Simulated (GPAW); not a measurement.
Wanted: an ASE script for a GPAW 26.7.0 run.

```yaml
Task: equation of state
Functional: PBE
Dispersion: D3(BJ)
Potentials_or_basis: GPAW PAW data sets (gpaw-data 1.2.1)
Cutoff: 600 eV
Basis: pw
k_mesh: 7 × 7 × 7
Occupations: fermi-dirac, width 0.05 eV
Spin: collinear spin, ferromagnetic start
Starting_moments: "[2.0, 0.0, 0.0] μB"
Maxiter: 150
Eos_scales: "[0.94, 0.96, 0.98, 1.0, 1.02, 1.04, 1.06]"
```

The structure of CoSi2 lies in POSCAR:

```
CoSi2
1.0
    0.0000000000      2.6780000000      2.6780000000
    2.6780000000      0.0000000000      2.6780000000
    2.6780000000      2.6780000000      0.0000000000
Co Si
1 2
Direct
    0.0000000000      0.0000000000      0.0000000000
    0.7500000000      0.7500000000      0.7500000000
    0.2500000000      0.2500000000      0.2500000000
```

These files were run (other wordings do the same):

run.py

```python
from ase.calculators.mixing import SumCalculator
from ase.eos import EquationOfState
from ase.io import Trajectory, read
from ase.units import GPa
from dftd3.ase import DFTD3
from gpaw import GPAW, PW

atoms = read('POSCAR')
atoms.set_initial_magnetic_moments([2.0, 0.0, 0.0])

traj = Trajectory('eos.traj', 'w')
volumes, energies = [], []
for x in [0.94, 0.96, 0.98, 1.0, 1.02, 1.04, 1.06]:
    a = atoms.copy()
    a.set_cell(atoms.cell * x**(1 / 3), scale_atoms=True)
    calc = GPAW(mode=PW(600),
                xc='PBE',
                kpts={'size': (7, 7, 7), 'gamma': True},
                occupations={'name': 'fermi-dirac', 'width': 0.05},
                nbands=20,
                convergence={'density': 1e-05, 'energy': 1e-05},
                maxiter=150,
                txt=f'eos-{x:.2f}.txt')
    a.calc = SumCalculator([calc, DFTD3(method='pbe', damping='d3bj')])
    energies.append(a.get_potential_energy())
    volumes.append(a.get_volume())
    p = -a.get_stress()[:3].mean() / GPa
    calc.write(f'eos-{x:.2f}.gpw')
    traj.write(a)
    print(f'{x:.2f} {volumes[-1]:10.4f} A^3 {energies[-1]:14.6f} eV {p:9.3f} GPa', flush=True)

v0, e0, B = EquationOfState(volumes, energies, eos='birchmurnaghan').fit()
print(f'V0 = {v0:.4f} A^3, E0 = {e0:.6f} eV, B0 = {B / GPa:.2f} GPa')
```

Potentials or basis: GPAW PAW data sets (gpaw-data 1.2.1), pw.

Run with:

```bash
$ OMP_NUM_THREADS=1 python run.py
```

It gave:

* Equilibrium volume: 12.53 Å³/atom
* Bulk modulus: 195 GPa
* Pressure derivative of the bulk modulus: 4.7

Wall time 3.6 min on 1 thread of Arm Neoverse V1 (shared host), peak memory 0.29 GiB.
